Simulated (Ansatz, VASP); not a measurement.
## NaHF2: VASP beside Ansatz

INCAR

```
  PREC = Accurate
  ENCUT = 520
  EDIFF = 1E-6
  ISMEAR = 0
  SIGMA = 0.05
  LREAL = F
  LASPH = T
  NELM = 80
  ALGO = Fast
  ISIF = 2
  LWAVE = F
  LCHARG = F
  NBANDS = 19
```

KPOINTS

```
regular mesh
0
Gamma
  9 9 9
```

The input POSCAR:

```
NaHF2
1.0
    1.7284452171      0.9979183114      4.6388706988
   -1.7284452171      0.9979183114      4.6388706988
    0.0000000000     -1.9958366228      4.6388706988
Na H F
1 1 2
Direct
    0.0000000000      0.0000000000      0.0000000000
    0.5000000000      0.5000000000      0.5000000000
    0.4100000000      0.4100000000      0.4100000000
    0.5900000000      0.5900000000      0.5900000000
```

Input for Ansatz:

```yaml
crystal:
  lattice:
    - [1.7284452171, 0.9979183114, 4.6388706988]
    - [-1.7284452171, 0.9979183114, 4.6388706988]
    - [0.0, -1.9958366228, 4.6388706988]
  atoms:
    - { symbol: Na, position: [0.0, 0.0, 0.0] }
    - { symbol: H, position: [0.5, 0.5, 0.5] }
    - { symbol: F, position: [0.41, 0.41, 0.41] }
    - { symbol: F, position: [0.59, 0.59, 0.59] }
basis:
  ecutwfc: 420
kpoints:
  mp_grid: { grid: [9, 9, 9] }
hamiltonian:
  xc: lda
scf:
  occupations: { method: gaussian, width: 0.05 }
output:
  forces: true
  stress: true
  eigenvalues: true
```

Alike in both runs: task single point; functional LDA; k mesh 9 × 9 × 9; occupations gaussian, width 0.05 eV; no spin polarisation.

|  | VASP | Ansatz |
| --- | --- | --- |
| version | VASP 6.6.1 | Ansatz 0.2.0 |
| potentials or method | VASP PAW LDA potentials, release 64 (Na_pv, H, F) | scalar-relativistic, plane waves, PAW |
| plane-wave cutoff (eV) | 520 | 420 |
| valence electrons in the cell | 22 | 24 |

```csv
,VASP,Ansatz,Ansatz less VASP
gap on the k mesh at the Fermi level (eV),6.33,6.36,+0.032
least direct gap on the mesh (eV),6.62,6.65,+0.028
pressure (GPa),-7.0,-7.0,-0.02
largest component of the traceless stress (GPa),10.84,11.25,+0.411
rms of the force components (eV/Å),0.867,0.890,+0.0235
```

Atom by atom the forces differ by 0.024 eV/Å (rms over components). The two sets of potentials don't hold the same shells in valence.

Caveats: an odd mesh through Γ misses points on the zone boundary, where band edges often lie; forces of over 1 eV/Å show positions far from the minimum, so gaps and moduli don't describe the material at rest.
